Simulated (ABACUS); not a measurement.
# Tm (Im-3m) in ABACUS: a series of runs, part 2 of 2

ABACUS 3.10.1.

### 3 Equation of state, PBE, collinear spin, ferromagnetic start, 29.38 Å³/atom (volume scaled by 0.96)

INPUT

```
INPUT_PARAMETERS
suffix              Tm
calculation         scf
basis_type          pw
pseudo_dir          ./
symmetry            1
dft_functional      pbe
ecutwfc             50
pseudo_rcut         10
nspin               2
nbands              10
ks_solver           dav
smearing_method     fd
smearing_sigma      0.00367493
scf_thr             1e-08
scf_nmax            100
mixing_type         broyden
mixing_beta         0.4
cal_force           1
cal_stress          1
kpar                4
```

STRU

```
ATOMIC_SPECIES
Tm 168.9342 Tm.upf

LATTICE_CONSTANT
1.8897261246

LATTICE_VECTORS
-1.9439176292 1.9439176292 1.9439176292
1.9439176292 -1.9439176292 1.9439176292
1.9439176292 1.9439176292 -1.9439176292

ATOMIC_POSITIONS
Direct

Tm
0.0
1
0.0000000000 0.0000000000 0.0000000000 1 1 1 mag 0
```

KPT

```
K_POINTS
0
Gamma
10 10 10 0 0 0
```

Potentials or basis: PseudoDojo NC SR 0.4.1 PBE standard, lanthanides 3+ (f in core), plane waves.

The run is started by

```bash
OMP_NUM_THREADS=1 mpirun -np 4 abacus > log
```

Run time: 4.8 s. Hardware: 4 MPI ranks of AMD EPYC 9R45 (Zen 5), shared host; peak memory 0.28 GiB.

It converged, with:

```yaml
Free_energy: -1247.7656 eV
Band_gap_on_the_k_mesh: none (metal or under the smearing width)
Net_moment: 0.01 μB per cell
Absolute_moment: 0.01 μB per cell
```

Caveat: the local potential of these files has a noisy tail that shifts the pressure, which isn't listed; the magnetic or orbital state may not be the lowest; all typed moments are zero, and the program then starts from 1 μB on every atom; the noisy tail tilts energy against volume too; spin-orbit coupling is left out, which moves the levels of the heavy elements; the 4f electrons are frozen in the core as for a trivalent ion, so they carry no moment and show no levels.

### 4 Equation of state, PBE, collinear spin, ferromagnetic start, 29.99 Å³/atom (volume scaled by 0.98)

INPUT is that of step 3.

STRU

```
ATOMIC_SPECIES
Tm 168.9342 Tm.upf

LATTICE_CONSTANT
1.8897261246

LATTICE_VECTORS
-1.9573243814 1.9573243814 1.9573243814
1.9573243814 -1.9573243814 1.9573243814
1.9573243814 1.9573243814 -1.9573243814

ATOMIC_POSITIONS
Direct

Tm
0.0
1
0.0000000000 0.0000000000 0.0000000000 1 1 1 mag 0
```

KPT is that of step 3.

The run is started by

```bash
OMP_NUM_THREADS=1 mpirun -np 4 abacus > log
```

Run time: 4.8 s. Hardware: 4 MPI ranks of AMD EPYC 9R45 (Zen 5), shared host; peak memory 0.28 GiB.

It converged, with:

```
Free energy            : -1247.7689 eV
Band gap on the k mesh : none (metal or under the smearing width)
Net moment             : 0.01 μB per cell
Absolute moment        : 0.01 μB per cell
```

Caveat: the local potential of these files has a noisy tail that shifts the pressure, which isn't listed; the magnetic or orbital state may not be the lowest; all typed moments are zero, and the program then starts from 1 μB on every atom; the noisy tail tilts energy against volume too; spin-orbit coupling is left out, which moves the levels of the heavy elements; the 4f electrons are frozen in the core as for a trivalent ion, so they carry no moment and show no levels.

### 5 Equation of state, PBE, collinear spin, ferromagnetic start, 30.61 Å³/atom

INPUT is that of step 4.

STRU

```
ATOMIC_SPECIES
Tm 168.9342 Tm.upf

LATTICE_CONSTANT
1.8897261246

LATTICE_VECTORS
-1.9705499473 1.9705499473 1.9705499473
1.9705499473 -1.9705499473 1.9705499473
1.9705499473 1.9705499473 -1.9705499473

ATOMIC_POSITIONS
Direct

Tm
0.0
1
0.0000000000 0.0000000000 0.0000000000 1 1 1 mag 0
```

KPT is that of step 4.

The run is started by

```bash
OMP_NUM_THREADS=1 mpirun -np 4 abacus > log
```

Wall time 4.8 s (4 MPI ranks of AMD EPYC 9R45 (Zen 5), shared host); peak memory 0.28 GiB.

Results (log left out):

```
Free energy            : -1247.7687 eV
Band gap on the k mesh : none (metal or under the smearing width)
Net moment             : 0.01 μB per cell
Absolute moment        : 0.01 μB per cell
```

Caveat: the local potential of these files has a noisy tail that shifts the pressure, which isn't listed; the magnetic or orbital state may not be the lowest; all typed moments are zero, and the program then starts from 1 μB on every atom; the noisy tail tilts energy against volume too; spin-orbit coupling is left out, which moves the levels of the heavy elements; the 4f electrons are frozen in the core as for a trivalent ion, so they carry no moment and show no levels.

### 6 Equation of state, PBE, collinear spin, ferromagnetic start, 31.22 Å³/atom (volume scaled by 1.02)

INPUT is that of step 5.

STRU

```
ATOMIC_SPECIES
Tm 168.9342 Tm.upf

LATTICE_CONSTANT
1.8897261246

LATTICE_VECTORS
-1.9836003273 1.9836003273 1.9836003273
1.9836003273 -1.9836003273 1.9836003273
1.9836003273 1.9836003273 -1.9836003273

ATOMIC_POSITIONS
Direct

Tm
0.0
1
0.0000000000 0.0000000000 0.0000000000 1 1 1 mag 0
```

KPT is that of step 5.

Potentials or basis: PseudoDojo NC SR 0.4.1 PBE standard, lanthanides 3+ (f in core), plane waves.

The run is started by

```bash
OMP_NUM_THREADS=1 mpirun -np 4 abacus > log
```

It took 4.8 s on 4 MPI ranks of AMD EPYC 9R45 (Zen 5), shared host; peak memory 0.28 GiB.

The run converged. Its results:

```
Free energy            : -1247.7653 eV
Band gap on the k mesh : none (metal or under the smearing width)
Net moment             : 0.02 μB per cell
Absolute moment        : 0.02 μB per cell
```

Caveat: the local potential of these files has a noisy tail that shifts the pressure, which isn't listed; the magnetic or orbital state may not be the lowest; all typed moments are zero, and the program then starts from 1 μB on every atom; the noisy tail tilts energy against volume too; spin-orbit coupling is left out, which moves the levels of the heavy elements; the 4f electrons are frozen in the core as for a trivalent ion, so they carry no moment and show no levels.

### 7 Equation of state, PBE, collinear spin, ferromagnetic start, 31.83 Å³/atom (volume scaled by 1.04)

INPUT is that of step 6.

STRU

```
ATOMIC_SPECIES
Tm 168.9342 Tm.upf

LATTICE_CONSTANT
1.8897261246

LATTICE_VECTORS
-1.9964812098 1.9964812098 1.9964812098
1.9964812098 -1.9964812098 1.9964812098
1.9964812098 1.9964812098 -1.9964812098

ATOMIC_POSITIONS
Direct

Tm
0.0
1
0.0000000000 0.0000000000 0.0000000000 1 1 1 mag 0
```

KPT is that of step 6.

The run is started by

```bash
OMP_NUM_THREADS=1 mpirun -np 4 abacus > log
```

Wall time 4.8 s (4 MPI ranks of AMD EPYC 9R45 (Zen 5), shared host); peak memory 0.28 GiB.

The run converged. Its results:

```
Free energy            : -1247.7589 eV
Band gap on the k mesh : none (metal or under the smearing width)
Net moment             : 0.04 μB per cell
Absolute moment        : 0.04 μB per cell
```

Caveat: the local potential of these files has a noisy tail that shifts the pressure, which isn't listed; the magnetic or orbital state may not be the lowest; all typed moments are zero, and the program then starts from 1 μB on every atom; the noisy tail tilts energy against volume too; spin-orbit coupling is left out, which moves the levels of the heavy elements; the 4f electrons are frozen in the core as for a trivalent ion, so they carry no moment and show no levels.

### 8 Equation of state, PBE, collinear spin, ferromagnetic start, 32.44 Å³/atom (volume scaled by 1.06)

INPUT is that of step 7.

STRU

```
ATOMIC_SPECIES
Tm 168.9342 Tm.upf

LATTICE_CONSTANT
1.8897261246

LATTICE_VECTORS
-2.0091979935 2.0091979935 2.0091979935
2.0091979935 -2.0091979935 2.0091979935
2.0091979935 2.0091979935 -2.0091979935

ATOMIC_POSITIONS
Direct

Tm
0.0
1
0.0000000000 0.0000000000 0.0000000000 1 1 1 mag 0
```

KPT is that of step 7.

The run is started by

```bash
OMP_NUM_THREADS=1 mpirun -np 4 abacus > log
```

It took 5.6 s on 4 MPI ranks of AMD EPYC 9R45 (Zen 5), shared host; peak memory 0.28 GiB.

It converged, with:

```yaml
Free_energy: -1247.7497 eV
Band_gap_on_the_k_mesh: none (metal or under the smearing width)
Net_moment: 0.00 μB per cell
Absolute_moment: 0.00 μB per cell
```

Caveat: the local potential of these files has a noisy tail that shifts the pressure, which isn't listed; the magnetic or orbital state may not be the lowest; all typed moments are zero, and the program then starts from 1 μB on every atom; the noisy tail tilts energy against volume too; spin-orbit coupling is left out, which moves the levels of the heavy elements; the 4f electrons are frozen in the core as for a trivalent ion, so they carry no moment and show no levels.

### 9 Equation of state, PBE, collinear spin, ferromagnetic start

Potentials or basis: PseudoDojo NC SR 0.4.1 PBE standard, lanthanides 3+ (f in core), plane waves.

This step only gathers the single runs of the series.

Energy against volume, from the lowest point:
```
volume (Å³/atom)  energy (meV/atom)
          28.771              10.41
          29.383               3.32
          29.995               0.00
          30.607               0.22
          31.219               3.59
          31.831              10.04
          32.444              19.20
```

Caveat: the local potential of these files has a noisy tail that shifts the pressure, which isn't listed; the magnetic or orbital state may not be the lowest; all typed moments are zero, and the program then starts from 1 μB on every atom; the noisy tail tilts energy against volume too; spin-orbit coupling is left out, which moves the levels of the heavy elements; the 4f electrons are frozen in the core as for a trivalent ion, so they carry no moment and show no levels. The state reached can hang on the start; a lower one may exist.
